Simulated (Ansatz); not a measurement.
# Si on Cu(100): change of the work function, part 4 of 5

How does Si on the hollow site change the work function of Cu(100) as the layer fills?

Ansatz 0.2.0; plane-wave DFT, RPBE, Ansatz PAW (the session's first sound run).

So far, work function, upper face (eV): step 2 (the clean slab) 4.41; step 3 (17 atoms, coverage 0.25 ML, cell 2x2) 4.75; step 4 (18 atoms, coverage 0.5 ML, cell 2x2) 4.81; step 5 (5 atoms, coverage 1 ML, cell 1x1) 4.72.

### 7. The slab at 0.25 ML, atoms frozen

This step: plane-wave DFT, RPBE, Ansatz PAW (Ansatz 0.2.0).

System of this step: Si/Cu(100). The cell holds 17 atoms: 16 Cu and 1 Si. Its edges and angles: a = 5.105 Å, b = 5.105 Å, c = 25.321 Å, α = 90.0°, β = 90.0°, γ = 90.0°. Vacuum lies along c.

To see where the charge goes, the covered slab, the bare substrate and the adsorbate layer are each run at the same frozen positions and on the same grid.

Contents of input.yaml:

```yaml
crystal:
  lattice:
    - [5.1053109602, 0.0, 0.0]
    - [0.0, 5.1053109602, 0.0]
    - [0.0, 0.0, 25.3210422323]
  atoms:
    - { symbol: Cu, position: [0.25, 0.25, 0.3554356064] }
    - { symbol: Cu, position: [0.0, 0.0, 0.4267201919] }
    - { symbol: Cu, position: [0.25, 0.25, 0.5006321757] }
    - { symbol: Cu, position: [-0.0057942999, -0.0057942999, 0.5749764228] }
    - { symbol: Cu, position: [0.25, 0.75, 0.3554356064] }
    - { symbol: Cu, position: [0.0, 0.5, 0.4267201919] }
    - { symbol: Cu, position: [0.25, 0.75, 0.5012711709] }
    - { symbol: Cu, position: [-0.0057942999, 0.5057942999, 0.5749764228] }
    - { symbol: Cu, position: [0.75, 0.25, 0.3554356064] }
    - { symbol: Cu, position: [0.5, 0.0, 0.4267201919] }
    - { symbol: Cu, position: [0.75, 0.25, 0.5012711709] }
    - { symbol: Cu, position: [0.5057942999, -0.0057942999, 0.5749764228] }
    - { symbol: Cu, position: [0.75, 0.75, 0.3554356064] }
    - { symbol: Cu, position: [0.5, 0.5, 0.4267201919] }
    - { symbol: Cu, position: [0.75, 0.75, 0.5007916318] }
    - { symbol: Cu, position: [0.5057942999, 0.5057942999, 0.5749764228] }
    - { symbol: Si, position: [0.25, 0.25, 0.6310402226] }
kpoints:
  mp_grid: { grid: [6, 6, 1] }
hamiltonian:
  xc: rpbe
scf:
  occupations: { method: fermi_dirac, width: 0.1 }
  convergence: { dr2_threshold: 1.0e-08 }
efield:
  axis: 3
  dipole_correction: true
  ramp_position: 0.97
  ramp_width: 0.06
output:
  write_potential: true
  write_density: true
  volumetric_format: npy
```

Launch:

```console
ansatz run input.yaml --threads 4 --pin off --max-ram 12288MiB --backend cpu --events-out ev --progress --plain --runs-dir out
```

Numbers of over 12 decimals in the logs are rounded to 6 here.

The log of the run:

```text
[...]
Crystal: 17 atoms, lattice volume = 659.973 Å³
Basis set: ecut = 420 eV, 12877 PW (Γ)
Bands: 185, of which v1, the nominal top of the filled ones, is band 154 counted from 1 (153 counted from 0)
Symmetry: 8 space group operations
[...]
k-points: 10 of 36
[...]
SCF iter   1: F=—  HF=-106720.500590 eV  |F-HF|=—  |Δ(HF+E_count)|=         —  Δρ=5.88e-3  dr2=3.92e-1  ethr=1.77e-3  p=-0.050 e·Å  D=-1.36e-2 V/Å  ΔV_dip=0.34 eV  dr2_dipole=7.77e-2  V_vac-E_F(+/−)=4.61/4.27 eV  ⟨swp⟩=9.3  Hψ=8379  notcnv=0  defer=122
[...]
SCF iter  12: F=-106720.496056 eV  HF=-106720.496056 eV  |F-HF|=8.20e-8  |Δ(HF+E_count)|=   2.37e-7  Δρ=1.18e-6  dr2=9.25e-9  ethr=3.25e-12  p=-0.062 e·Å  D=-1.71e-2 V/Å  ΔV_dip=0.43 eV  dr2_dipole=1.51e-11  V_vac-E_F(+/−)=4.74/4.31 eV  ⟨swp⟩=17.5  Hψ=8624  notcnv=0
SCF 1 converged in 12 iterations: F = -106720.496056 eV  dr2 = 9.25e-9
[...]
SCF converged after 12 iterations
Free energy (F): -106720.496056 eV
[...]
Internal energy: -106720.279420 eV  (E = F + TS)
E sigma→0 (E₀):  -106720.387738 eV
Entropy (-TS):   -0.216635 eV (-12.743 meV/atom)
Fermi energy:    1.961245 eV
Dipole field:    D = -0.017092 V/Å  (p = -0.062337 e·Å, saw-weighted, corrected)
Work function:   Φ+ = 4.7450 eV   Φ− = 4.3122 eV
[...]
--- Band table (eV; the first three rows and the last of 10) ---
  k-point 0: bands = [... 150 lower, 1.4763, 1.6085, 1.7321, 1.8338, 1.9452, 1.9452, 1.9579, 2.0423, ... 27 higher]
  k-point 1: bands = [... 150 lower, 1.4124, 1.5901, 1.7292, 1.8942, 2.1198, 2.1783, 2.2130, 2.7427, ... 27 higher]
  k-point 2: bands = [... 150 lower, 1.0639, 1.9191, 1.9765, 2.2925, 2.3911, 2.5787, 2.9145, 2.9712, ... 27 higher]
  k-point 9: bands = [... 150 lower, 0.5681, 0.7217, 0.9691, 1.6451, 1.6451, 2.0562, 2.2297, 3.5052, ... 27 higher]
```

It took 81 s on 4 threads of Intel Xeon Platinum 8259CL at 2.50GHz (Skylake/Cascade Lake), shared host; peak memory 3 GiB; 5.2 min of CPU time.

In the SCF lines HF is the Harris–Foulkes energy and dr2 the Hartree energy of the density residual, in eV; the loop may stop once dr2 is under the threshold and the program's other checks hold. Hψ counts applications of the Hamiltonian.

Numbers from this step:

```
energy at zero smearing        : -106720.3877 eV
work function, upper face      : 4.745 eV
work function, lower face      : 4.312 eV
dipole along the normal        : -0.06234 e·Å
step between the vacuum levels : 0.4328 eV
```

The work function of the upper face is 4.75 eV.

### 8. The substrate of the 0.25 ML cell alone

System of this step: Si/Cu(100), substrate alone, atoms held. The cell holds 16 atoms: 16 Cu. Its edges and angles: a = 5.105 Å, b = 5.105 Å, c = 25.321 Å, α = 90.0°, β = 90.0°, γ = 90.0°. Vacuum lies along c.

The second part, atoms unmoved.

Edit input.yaml of step 7 so:

```diff
@@ -22,3 +22,2 @@
     - { symbol: Cu, position: [0.5057942999, 0.5057942999, 0.5749764228] }
-    - { symbol: Si, position: [0.25, 0.25, 0.6310402226] }
 kpoints:
```

The log of the run:

```text
[...]
Crystal: 16 atoms, lattice volume = 659.973 Å³
Basis set: ecut = 420 eV, 12877 PW (Γ)
Bands: 183, of which v1, the nominal top of the filled ones, is band 152 counted from 1 (151 counted from 0)
Symmetry: 8 space group operations
[...]
k-points: 10 of 36
[...]
SCF iter   1: F=—  HF=-106081.681147 eV  |F-HF|=—  |Δ(HF+E_count)|=         —  Δρ=5.54e-3  dr2=1.12e-1  ethr=1.77e-3  p=-0.007 e·Å  D=-1.91e-3 V/Å  ΔV_dip=0.05 eV  dr2_dipole=3.42e-4  V_vac-E_F(+/−)=4.42/4.37 eV  ⟨swp⟩=7.8  Hψ=7652  notcnv=0  defer=110
[...]
SCF iter  12: F=-106081.685238 eV  HF=-106081.685238 eV  |F-HF|=2.07e-9  |Δ(HF+E_count)|=   1.54e-9  Δρ=4.04e-7  dr2=1.18e-9  ethr=3.29e-12  p=-0.004 e·Å  D=-1.21e-3 V/Å  ΔV_dip=0.03 eV  dr2_dipole=1.09e-10  V_vac-E_F(+/−)=4.43/4.40 eV  ⟨swp⟩=5.0  Hψ=4747  notcnv=0
SCF 1 converged in 12 iterations: F = -106081.685238 eV  dr2 = 1.18e-9
[...]
SCF converged after 12 iterations
Free energy (F): -106081.685238 eV
[...]
Internal energy: -106081.504225 eV  (E = F + TS)
E sigma→0 (E₀):  -106081.594732 eV
Entropy (-TS):   -0.181013 eV (-11.313 meV/atom)
Fermi energy:    1.737470 eV
Dipole field:    D = -0.001203 V/Å  (p = -0.004387 e·Å, saw-weighted, corrected)
Work function:   Φ+ = 4.4315 eV   Φ− = 4.4010 eV
[...]
--- Band table (eV; the first three rows and the last of 10) ---
  k-point 0: bands = [... 148 lower, 1.4352, 1.4452, 1.4490, 1.4490, 1.7210, 1.7210, 1.7573, 1.7756, ... 27 higher]
  k-point 1: bands = [... 148 lower, 0.5959, 1.4871, 1.6567, 1.6658, 1.9331, 1.9813, 2.0210, 3.0386, ... 27 higher]
  k-point 2: bands = [... 148 lower, 0.3716, 1.2691, 2.0391, 2.0396, 2.1145, 2.7333, 2.7486, 3.2065, ... 27 higher]
  k-point 9: bands = [... 148 lower, 0.5644, 0.5986, 0.5986, 0.6355, 1.9661, 1.9955, 1.9955, 2.0444, ... 27 higher]
```

Run time: 76 s. Hardware: 4 threads; peak memory 2.9 GiB.

This step gave:

| Property | Result |
| --- | --- |
| energy at zero smearing | -106081.5947 eV |
| work function, upper face | 4.431 eV |
| work function, lower face | 4.401 eV |
| dipole along the normal | -0.004387 e·Å |
| step between the vacuum levels | 0.03045 eV |

The work function of the upper face is 4.43 eV.

### 9. The adsorbate layer of the 0.25 ML cell alone

System of this step: Si/Cu(100), adsorbate layer alone, atoms held. The cell holds 1 atom: 1 Si. Its edges and angles: a = 5.105 Å, b = 5.105 Å, c = 25.321 Å, α = 90.0°, β = 90.0°, γ = 90.0°. Vacuum lies along c.

The third part; a free layer of atoms may carry a moment, so spin is on.

input.yaml, the sections that differ from step 8:

```yaml
crystal:
  lattice:
    - [5.1053109602, 0.0, 0.0]
    - [0.0, 5.1053109602, 0.0]
    - [0.0, 0.0, 25.3210422323]
  atoms:
    - { symbol: Si, position: [0.25, 0.25, 0.6310402226], spin: 1.0 }
magnetization:
  spin_polarized: true
# kpoints, hamiltonian, scf, efield, output: as in step 8
```

The log of the run:

```text
[...]
Crystal: 1 atoms, lattice volume = 659.973 Å³
Basis set: ecut = 420 eV, 12877 PW (Γ)
Bands: 7, of which v1, the nominal top of the filled ones, is band 2 counted from 1 (1 counted from 0)
Symmetry: 8 space group operations
k-points: 10 of 36
[...]
Starting moments: Σ|m| = 1 μB on 1 of 1 site
[...]
SCF iter   8: F=—  HF=-634.896808 eV  |F-HF|=—  |Δ(HF+E_count)|=   1.08e-4  Δρ=8.02e-5 (↑8.02e-5 ↓7.93e-6)  dr2=6.17e-5  dr2_m=1.04e-5  M=2.000 μB ∫|m|=2.000 μB  β_m=1.20  ethr=3.20e-6  p=0.000 e·Å  D=1.71e-6 V/Å  ΔV_dip=-0.00 eV  dr2_dipole=7.68e-12  V_vac-E_F(+/−)=4.62/4.62 eV  ⟨swp⟩=3.0  Hψ=206  notcnv=0
[...]
spin-set hold released at iteration 8 (site moments contracting): the magnetisation degrees of freedom join the quasi-Newton model from the next iteration; the mixer history was flushed
SCF iter   9: F=—  HF=-634.896823 eV  |F-HF|=—  |Δ(HF+E_count)|=   1.43e-5  Δρ=7.01e-5 (↑7.01e-5 ↓2.37e-5)  dr2=8.61e-5  dr2_m=3.35e-6  M=2.000 μB ∫|m|=2.000 μB  β_m=1.20  ethr=1.54e-6  p=0.000 e·Å  D=1.10e-6 V/Å  ΔV_dip=-0.00 eV  dr2_dipole=1.07e-12  V_vac-E_F(+/−)=4.62/4.62 eV  ⟨swp⟩=2.0  Hψ=174  notcnv=0  κ⁻¹=1.0e0(r=1)
density mixer auto → broyden: no gap read (density of states about μ 1.41 of a free-electron gas's, 8 screened modes)
SCF iter  10: F=—  HF=-634.896830 eV  |F-HF|=—  |Δ(HF+E_count)|=   7.11e-6  Δρ=9.18e-5 (↑9.18e-5 ↓1.84e-5)  dr2=1.17e-4  dr2_m=8.52e-6  M=2.000 μB ∫|m|=2.000 μB  β_m=1.20  ethr=1.54e-6  p=0.000 e·Å  D=1.29e-6 V/Å  ΔV_dip=-0.00 eV  dr2_dipole=2.48e-12  V_vac-E_F(+/−)=4.62/4.62 eV  ⟨swp⟩=1.5  Hψ=150  notcnv=0  κ⁻¹=5.4e-1(r=2)
[...]
SCF iter  17: F=-634.896803 eV  HF=-634.896803 eV  |F-HF|=4.60e-11  |Δ(HF+E_count)|=  5.74e-11  Δρ=1.37e-8 (↑1.37e-8 ↓1.37e-8)  dr2=4.63e-12  dr2_m=6.31e-14  M=2.000 μB ∫|m|=2.000 μB  ethr=1.00e-12  p=0.000 e·Å  D=6.12e-7 V/Å  ΔV_dip=-0.00 eV  dr2_dipole=3.74e-17  V_vac-E_F(+/−)=4.61/4.61 eV  ⟨swp⟩=1.0  Hψ=396  notcnv=0
SCF 1 converged in 17 iterations: F = -634.896803 eV  dr2 = 4.63e-12
[...]
this state was not tested for a lower state beside it, because the mixer in use, unlike msr1, does not test its closes by its own steps (another_mixer; see scf.mixing.algorithm and scf.lower_state_search)
SCF converged after 17 iterations
an eigenvalue changed by more than its tolerance at an iteration that met the thresholds in force, so the SCF went on 1 time: the last check found none over its tolerance
Magnetization: 1.9999 μB (3.0000 up, 1.0000 down)
Absolute magnetization: 1.9999 μB (∫|ρ↑−ρ↓|, with the PAW one-centre terms)
[...]
Per-site moments (μB) at R_I (Å): [(1.805031, 2.105941)]
Free energy (F): -634.896803 eV
[...]
Internal energy: -634.783591 eV  (E = F + TS)
E sigma→0 (E₀):  -634.840197 eV
Entropy (-TS):   -0.113212 eV (-113.212 meV/atom)
Fermi energy:    -4.227634 eV
Dipole field:    D = 0.000001 V/Å  (p = 0.000002 e·Å, saw-weighted, corrected)
Work function:   Φ+ = 4.6139 eV   Φ− = 4.6139 eV
[...]
--- Band table (eV; the first three rows and the last of 20) ---
[...]
```

The job ended after 11 s (4 threads; peak memory 0.81 GiB).

This step gave:

```
energy at zero smearing   : -634.8402 eV
total moment              : 2.000 μB
site moments              : 1.805 μB
work function, upper face : 4.614 eV
dipole along the normal   : 2.22e-6 e·Å
```

Site moment by atom:

```csv
atom,site moment (μB)
Si1,1.81
```

The free layer carries a moment of 2.0 μB a cell.

### 10. Where the charge went at 0.25 ML

This step: plane-wave DFT, RPBE, Ansatz PAW; density difference on adsorption (Ansatz 0.2.0).

The densities of the parts are taken from that of the whole and averaged over planes; the first moment of what is left gives the step in the potential.

Numbers from this step:

```
largest charge moved                 : -0.006782 e/Å²
potential step from the moved charge : 0.4012 eV
```

Planar mean, whole system less its parts. The electron density difference by z:

```csv
z (Å),electron density difference (e/Å³)
4,-8.5e-7
5,-6.7e-6
6,-4.0e-5
7,-1.8e-4
8,-1.2e-4
9,5.6e-4
10,-4.3e-4
11,-1.1e-4
12,9.1e-5
13,0.00134
14,-0.00486
15,7.5e-4
16,0.00615
17,-0.00260
18,-7.8e-4
19,-1.3e-4
20,-1.8e-5
21,-1.9e-6
22,-2.2e-7
```

Planar mean, whole system less its parts. Table of electrons moved below z by z:

z (Å), electrons moved below z (e/Å²) and a bar from the least value:
```
      4.0    0.00000 ####################
      4.5    0.00000 ####################
      5.0    0.00000 ####################
      5.5   -0.00001 ####################
      6.0   -0.00003 ####################
      6.5   -0.00006 ####################
      7.0   -0.00013 ####################
      7.5   -0.00026 ###################
      8.0   -0.00037 ###################
      8.5   -0.00026 ###################
      9.0   -0.00002 ####################
      9.5    0.00017 #####################
     10.0    0.00009 ####################
     10.5   -0.00010 ####################
     11.0   -0.00015 ####################
     11.5   -0.00021 ####################
     12.0   -0.00019 ####################
     12.5   -0.00011 ####################
     13.0    0.00047 ######################
     13.5    0.00094 #######################
     14.0   -0.00059 ##################
     14.5   -0.00447 ######
     15.0   -0.00656 
     15.5   -0.00191 ##############
     16.0    0.00263 ############################
     16.5    0.00318 ##############################
     17.0    0.00197 ##########################
     17.5    0.00092 #######################
     18.0    0.00037 #####################
     18.5    0.00015 #####################
     19.0    0.00006 ####################
     19.5    0.00002 ####################
     20.0    0.00001 ####################
     20.5    0.00000 ####################
     21.0    0.00000 ####################
```

(Continued in part 5 of 5.)

[Logs are printed without paths, hosts, clocks, repeated set-up lines and the standing remarks that a program may print on its own settings, such as how far it seeks lower states.]

[Hosts, paths, dates, database ids (printed as entryN), source tags and the programs' standing remarks are cut or masked in the printed files.]

[Maps of the electrostatic potential energy from Ansatz leave out the sawtooth potential of an applied field or a dipole correction, so their vacuum need not be flat; planar profiles and work functions include it.]
